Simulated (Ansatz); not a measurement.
Sr: pressure and energy change per atom as volume scale varies

All results are calculated (Ansatz 0.2.0). Plane-wave DFT, scalar-relativistic PAW made under PBE with cores redone for the functional, no dispersion; the given relaxed cell is scaled uniformly, energy at zero smearing counts from the unscaled cell, pressure at the given Fermi-Dirac smearing is positive in compression.

The cell before it is scaled or strained (space group Pm-3m, No. 221):
```
CELL_PARAMETERS angstrom
3.96730 0.00000 0.00000
0.00000 3.96730 0.00000
0.00000 0.00000 3.96730
ATOMIC_POSITIONS crystal
Sr 0.00000 0.00000 0.00000
```

Settings of every row: spin polarised no; functional RPBE; wave cutoff 420 eV; smearing width 0.1 eV; k mesh 9x9x9.

Atom starting moment: 0 on all atoms.

Limits: the cell comes from a prototype or a list of computed structures and needn't be the stable phase.

| row | volume scale | V (Å³/atom) | pressure (GPa) | energy change per atom (meV) |
| --- | --- | --- | --- | --- |
| 1 | 0.88 | 54.95 | 0.94 | 15.93 |
| 2 | 0.92 | 57.448 | 0.56 | 5.71 |
| 3 | 0.96 | 59.945 | 0.25 | 0.69 |
| 4 | 1.04 | 64.941 | ? | ? |
| 5 | 1.08 | 67.439 | -0.42 | 8.92 |
| 6 | 1.12 | 69.936 | -0.58 | 17.48 |

Question: what pressure and energy change per atom should row 4 give?

Worked fit of pressure. Take u = (V_r/V)^(2/3) − 1 with V_r = 59.945 Å³ an atom, which is twice the finite (Eulerian) strain; such expansions in the strain, on which the Birch-Murnaghan equation of state is built, carry the rest volume and the bulk modulus. The shown rows have u = 0.05972, 0.02877, 0, -0.07553, -0.09766. Least squares give pressure = 0.249 + 10.37 × u + 19.5 × u² GPa; a straight line predicts inner rows, each left out in turn, worse (root mean square 0.051 against 0.0046 GPa). All shown rows lie on it to the printed digit. The pressure vanishes at u = -0.0252, or V = 62.29 Å³ an atom, and there the bulk modulus at fixed shape and fractions is B = −V dP/dV = (2/3)(1 + u) dP/du = 6.1 GPa. The withheld row has u = -0.05197, so the fit gives 0.249 + 10.37 × (-0.05197) + 19.5 × (-0.05197)² = -0.24 GPa.

The calculation gave -0.24 GPa. The fit meets it to the printed digit.

Worked fit of energy change per atom. Take u = (V_r/V)^(2/3) − 1 with V_r = 59.945 Å³ an atom, which is twice the finite (Eulerian) strain; such expansions in the strain, on which the Birch-Murnaghan equation of state is built, carry the rest volume and the bulk modulus. The shown rows have u = 0.05972, 0.02877, 0, -0.07553, -0.09766. Least squares give energy change per atom = 0.673 + 94.17 × u + 2716.5 × u² meV; a straight line predicts inner rows, each left out in turn, worse (root mean square 7.1 against 0.15 meV). The rows lie off it by -0.06, 0.08, 0.02, -0.14, 0.10 (root mean square 0.089 meV). The withheld row has u = -0.05197, so the fit gives 0.673 + 94.17 × (-0.05197) + 2716.5 × (-0.05197)² = 3.12 meV.

The calculation gave 2.93 meV. The fit lies 0.19 meV (6.5 % of the value, 1.1 % of the column's range) above it; its largest miss of a shown row is 0.14 meV.
